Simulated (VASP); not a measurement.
Bi, 2 atoms in the cell. Symmetry: C2/m, No. 12, monoclinic system. Conventional cell: a = 6.667 Å, b = 6.065 Å, c = 3.174 Å, α = 90.00°, β = 118.01°, γ = 90.00°. Around Bi (site symmetry m) lie 6 Bi at 3.09 to 3.17 Å. This isn't the form of Bi at room conditions, which is rhombohedral.

```yaml
Program: VASP 6.6.1
Task: single point
Functional: PBEsol
Potentials_or_basis: VASP PAW PBE potentials, release 64 (Bi_d)
Cutoff: 520 eV
k_mesh: 10 × 10 × 16
Occupations: gaussian, width 0.1 eV
Spin: no spin polarisation
Dipole_correction: no
Further_INCAR_settings: ALGO = Normal; EDIFF = 1e-06; NBANDS = 22
```

Potentials or basis: VASP PAW PBE potentials, release 64 (Bi_d).

Command:

```bash
$ cat potpaw_PBE.64/Bi_d/POTCAR > POTCAR
$ mpirun -np 1 vasp_std > vasp.out
```

Hardware: 1 thread of Intel(R) Xeon(R) Platinum 8259CL CPU @ 2.50GHz (Skylake/Cascade Lake), on a shared host.

**Question.** How long does it take, and how much memory?

**Answer.** Wall time 5.5 min on 1 thread of Intel(R) Xeon(R) Platinum 8259CL CPU @ 2.50GHz (Skylake/Cascade Lake) (shared host), peak memory 0.51 GiB. Counts: scf iterations 11, k points 447.
